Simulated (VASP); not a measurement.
# Zn (P6_3/mmc) in VASP: a series of runs, part 2 of 3

VASP 6.6.1. The steps go on from the part before.

### 3 Relaxation of cell and atoms, PBEsol

This run uses another cell than the first one, of 14.27 Å³/atom, 0.931 times its volume.

INCAR reads:

```
SYSTEM = Zn
  PREC = Accurate
  ENCUT = 600
  EDIFF = 1E-7
  ISMEAR = 1
  SIGMA = 0.1
  LREAL = .FALSE.
  LASPH = .TRUE.
  NELM = 80
  ALGO = Normal
  ISIF = 3
  LWAVE = .FALSE.
  LCHARG = .FALSE.
  GGA = PS
  IBRION = 2
  NSW = 90
  EDIFFG = -0.005
  KPAR = 2
```

KPOINTS reads:

```
Automatic mesh
0
G
  18 18 8
  0 0 0
```

POSCAR reads:

```
Zn                                      
1.0
    2.5999646903     -0.0000000000     -0.0000000000
   -1.2999823451      2.2516354707      0.0000000000
    0.0000000000     -0.0000000000      4.8762965948
  Zn            
     2
Direct
     0.3333333332999970    0.6666666667000030    0.2500000000000000
     0.6666666667000030    0.3333333332999970    0.7500000000000000
```

Potentials or basis: VASP PAW PBE potentials, release 64 (Zn).

On the command line:

```sh
$ cat potpaw_PBE.64/Zn/POTCAR > POTCAR
$ mpirun -np 2 vasp_std > vasp.out
```

OUTCAR:

```text
SYSTEM = Zn
   PREC = Accurate
   ENCUT = 600
   EDIFF = 1E-7
   ISMEAR = 1
   LREAL = .FALSE.
   LASPH = .TRUE.
   NELM = 80
   ISIF = 3
   GGA = PS
   IBRION = 2
   NSW = 90
   EDIFFG = -0.005

 ion  position               nearest neighbor table
   1  0.333  0.667  0.250-   2 2.86   2 2.86   2 2.86   2 2.86   2 2.86   2 2.86
   2  0.667  0.333  0.750-   1 2.86   1 2.86   1 2.86   1 2.86   1 2.86   1 2.86

  LATTYP: Found a hexagonal cell.
 ALAT       =     2.5999646903
 C/A-ratio  =     1.8755241612

  Lattice vectors:

 A1 = (   2.5999646903,   0.0000000000,   0.0000000000)
 A2 = (  -1.2999823451,   2.2516354707,   0.0000000000)
 A3 = (   0.0000000000,   0.0000000000,   4.8762965948)

Analysis of symmetry for initial positions (statically):
=====================================================================
 Subroutine PRICEL returns:
 Original cell was already a primitive cell.

 Routine SETGRP: Setting up the symmetry group for a
 hexagonal supercell.

 Subroutine GETGRP returns: Found 24 space group operations
 (whereof 12 operations were pure point group operations)
 out of a pool of 24 trial point group operations.

The static configuration has the point symmetry D_3d.
 The point group associated with its full space group is D_6h.

Analysis of symmetry for dynamics (positions and initial velocities):
=====================================================================
 Subroutine PRICEL returns:
 Original cell was already a primitive cell.

 Routine SETGRP: Setting up the symmetry group for a
 hexagonal supercell.

 Subroutine GETGRP returns: Found 24 space group operations
 (whereof 12 operations were pure point group operations)
 out of a pool of 24 trial point group operations.

The dynamic configuration has the point symmetry D_3d.
 The point group associated with its full space group is D_6h.

 Subroutine INISYM returns: Found 24 space group operations
 (whereof 12 operations are pure point group operations),
 and found     1 'primitive' translations

----------------------------------------------------------------------------------------

                                     Primitive cell

  volume of cell :      28.5467

  direct lattice vectors                    reciprocal lattice vectors
     2.599964690  0.000000000  0.000000000     0.384620608  0.222060812  0.000000000
    -1.299982345  2.251635471  0.000000000     0.000000000  0.444121623  0.000000000
     0.000000000  0.000000000  4.876296595     0.000000000  0.000000000  0.205073662

  length of vectors
     2.599964690  2.599964690  4.876296595     0.444121623  0.444121623  0.205073662

  position of ions in fractional coordinates (direct lattice)
     0.333333333  0.666666667  0.250000000
     0.666666667  0.333333333  0.750000000

  ion indices of the primitive-cell ions
   primitive index   ion index
                 1           1
                 2           2

----------------------------------------------------------------------------------------

 KPOINTS: Automatic mesh

Automatic generation of k-mesh.
 Grid dimensions read from file:
 generate k-points for:   18   18    8

 Generating k-lattice:

  Cartesian coordinates                     Fractional coordinates (reciprocal lattice)
     0.021367812  0.012336712  0.000000000     0.055555556  0.000000000  0.000000000
     0.000000000  0.024673424  0.000000000     0.000000000  0.055555556  0.000000000
     0.000000000  0.000000000  0.025634208     0.000000000  0.000000000  0.125000000

  Length of vectors
     0.024673424  0.024673424  0.025634208

  Shift w.r.t. Gamma in fractional coordinates (k-lattice)
     0.000000000  0.000000000  0.000000000

 Subroutine IBZKPT returns following result:
 ===========================================

 Found    185 irreducible k-points:

 Following reciprocal coordinates:
            Coordinates               Weight
  0.000000  0.000000  0.000000      1.000000
  0.055556  0.000000  0.000000      6.000000
  0.111111  0.000000  0.000000      6.000000
  0.166667  0.000000  0.000000      6.000000
  0.222222  0.000000  0.000000      6.000000
  0.277778  0.000000  0.000000      6.000000
[... 16 lines left out ...]
  0.333333  0.111111  0.000000     12.000000
  0.388889  0.111111  0.000000     12.000000
 [... further k-points ...]
   k-points           NKPTS =    185   k-points in BZ     NKDIM =    185   number of bands    NBANDS=     16
   number of dos      NEDOS =    301   number of ions     NIONS =      2
   total plane-waves  NPLWV =  23040
   dimension x,y,z NGX =    24 NGY =   24 NGZ =   40
   dimension x,y,z NGXF=    48 NGYF=   48 NGZF=   80
   ions per type =               2
   NGX,Y,Z   is equivalent  to a cutoff of  15.35, 15.35, 13.64 a.u.
   NGXF,Y,Z  is equivalent  to a cutoff of  30.69, 30.69, 27.27 a.u.
 SYSTEM =  Zn
   PREC   = accura    normal or accurate (medium, high low for compatibility)
   ISTART =      0    job   : 0-new  1-cont  2-samecut
   ICHARG =      2    charge: 1-file 2-atom 10-const
   ISPIN  =      1    spin polarized calculation?
   LNONCOLLINEAR =      F non collinear calculations
   LSORBIT =      F    spin-orbit coupling
   LASPH  =      T    aspherical Exc in radial PAW
   ENCUT  =  600.0 eV  44.10 Ry    6.64 a.u.   5.19  5.19  9.74*2*pi/ulx,y,z
   NELM   =     80;   NELMIN=  2; NELMDL= -5     # of ELM steps
   EDIFF  = 0.1E-06   stopping-criterion for ELM
   LREAL  =      F    real-space projection
   EDIFFG = -.5E-02   stopping-criterion for IOM
   NSW    =     90    number of steps for IOM
   IBRION =      2    ionic relax: 0-MD 1-quasi-New 2-CG
   NFREE  =      1    steps in history (QN), initial steepest desc. (CG)
   ISIF   =      3    stress and relaxation
   ISYM   =      2    0-nonsym 1-usesym 2-fastsym
   POTIM  = 0.5000    time-step for ionic-motion
   TEBEG  =    0.0;   TEEND  =   0.0 temperature during run
   PSTRESS=    0.0 pullay stress
   NELECT =      24.0000    total number of electrons
   NUPDOWN=      -1.0000    fix difference up-down
   EMIN   =  10.00;   EMAX   =-10.00  energy-range for DOS
   EFERMI =   0.00;   METHOD = LEGACY
   ISMEAR =     1;   SIGMA  =   0.10  broadening in eV -4-tet -1-fermi 0-gaus
   EFERMI_NEDOS =   21; number of points for ismear=-14 and -15
   IALGO  =     38    algorithm
   IMIX   =      4    mixing-type and parameters
     AMIX     =   0.40;   BMIX     =  1.00
     AMIX_MAG =   1.60;   BMIX_MAG =  1.00
  volume/ion in A,a.u.               =      14.27        96.32
  Fermi-wavevector in a.u.,A,eV,Ry     =   1.545112  2.919839 32.482165  2.387372
  Thomas-Fermi vector in A             =   2.650537
   LORBIT       =      0    0 simple, 1 ext, 2 COOP (PROOUT), +10 PAW based schemes
   GGA     = PS    functional components
   LHFCALC =     F    Hartree Fock is set to
   AEXX    =    0.0000 exact exchange contribution
   IVDW    =     0    specifies the selected vdW correction
   LEPSILON=     F    determine dielectric tensor
   LRPA    =     F    only Hartree local field effects (RPA)
 conjugate gradient relaxation of ions
 non-spin polarized calculation
 Methfessel and Paxton  Order N= 1 SIGMA  =   0.10
  energy-cutoff  :      600.00
  volume of cell :       28.55
 maximum number of plane-waves:       970
 NGX is ok and might be reduce to    24
   NGX = 11   NGY = 11   NGZ = 19

 number of electron      24.0000000 magnetization

 Free energy of the ion-electron system (eV)
  ---------------------------------------------------
  ext. energy  EPLUGINS =         0.00000000
  ---------------------------------------------------
  free energy    TOTEN  =        -3.17051115 eV

  energy without entropy =       -3.17013038  energy(sigma->0) =       -3.17038423

 E-fermi :   3.5596     XC(G=0): -12.0363

 val. band max:        3.5592554831   @ k =   0.2222   0.0556   0.1250
 cond. band min:       3.5638293682   @ k =   0.0000   0.0000   0.2500
 fundamental gap:      0.0045738851
 Fermi energy:         3.5596347921

 k-point     1 :       0.0000    0.0000    0.0000
  band No.  band energies     occupation
      1      -7.5362      2.00000
      2      -5.5195      2.00000
      3      -4.7035      2.00000
      4      -4.4321      2.00000
      5      -4.4321      2.00000
      6      -4.3776      2.00000
[... 8 lines left out ...]
     15      21.0235      0.00000
     16      21.8747      0.00000
[... 419 lines left out ...]
 k-point    24 :       0.3889    0.1111    0.0000
  band No.  band energies     occupation
      1      -5.1538      2.00000
      2      -5.0561      2.00000
      3      -4.9457      2.00000
      4      -4.4402      2.00000
      5      -4.2831      2.00000
      6      -4.2731      2.00000
[... 8 lines left out ...]
     15       9.1749      0.00000
     16      10.4270      0.00000

 [... further k-points ...]
[... 5 lines left out ...]
  --------------------------------------------------------------------------------------
  -------------------------------------------------------------------------------------
  Total        0.0029318      0.0029318      0.0036083      0.0000000     -0.0000000      0.0000000
  in kB        0.1645459      0.1645459      0.2025168      0.0000000     -0.0000000      0.0000000
  external PRESSURE =       0.1772028 kB  Pullay stress =       0.0000000 kB

 VOLUME and BASIS-vectors are now :
 -----------------------------------------------------------------------------
  energy-cutoff  :      600.00
  volume of cell :       28.55
      direct lattice vectors                 reciprocal lattice vectors
     2.599964690  0.000000000  0.000000000     0.384620608  0.222060812  0.000000000
    -1.299982345  2.251635471  0.000000000     0.000000000  0.444121623  0.000000000
     0.000000000  0.000000000  4.876296595     0.000000000  0.000000000  0.205073662

 POSITION                                       TOTAL-FORCE (eV/Angst)
 -----------------------------------------------------------------------------------
     -0.00000      1.50109      1.21907        -0.000000      0.000000      0.000000
      1.29998      0.75055      3.65722         0.000000     -0.000000      0.000000
 -----------------------------------------------------------------------------------
    total drift:                                0.000000     -0.000000      0.000000

  FREE ENERGIE OF THE ION-ELECTRON SYSTEM (eV)
  ---------------------------------------------------
  free  energy   TOTEN  =        -3.1705111538 eV

  energy  without entropy=       -3.1701303843  energy(sigma->0) =       -3.17038423

 reached required accuracy - stopping structural energy minimisation
```

Wall time 70 s (2 MPI ranks of AMD EPYC 7R43 (Zen 3), shared host); peak memory 0.18 GiB.

What came out:

```yaml
Free_energy: -3.1705 eV
Pressure_after_relaxing: 0.0 GPa
Band_gap_on_the_k_mesh: none (metal or under the smearing width)
```

Final structure:
```
CELL_PARAMETERS angstrom
2.59996 0.00000 0.00000
-1.29998 2.25164 0.00000
0.00000 0.00000 4.87630
ATOMIC_POSITIONS crystal
Zn 0.33333 0.66667 0.25000
Zn 0.66667 0.33333 0.75000
```

Levels at points of the mesh, in eV from the Fermi level:
```tsv
k point	band 10	band 11	band 12	band 13	band 14	band 15
(0.00, 0.00, 0.00)	-7.32	-7.32	-4.18	-3.26	13.67	17.46
(0.50, 0.00, 0.00)	-7.10	-3.18	-2.32	2.55	3.44	4.27
(0.00, 0.00, 0.50)	-7.42	-7.42	-7.42	4.43	4.43	19.67
(0.50, 0.00, 0.50)	-7.11	-2.22	-2.22	0.14	0.14	10.25
```

Caveat: the relaxation stopped at its first step, so nothing moved; the PAW data sets were made with another functional, which shifts forces and pressure a little.

[end of part 2 of 3]
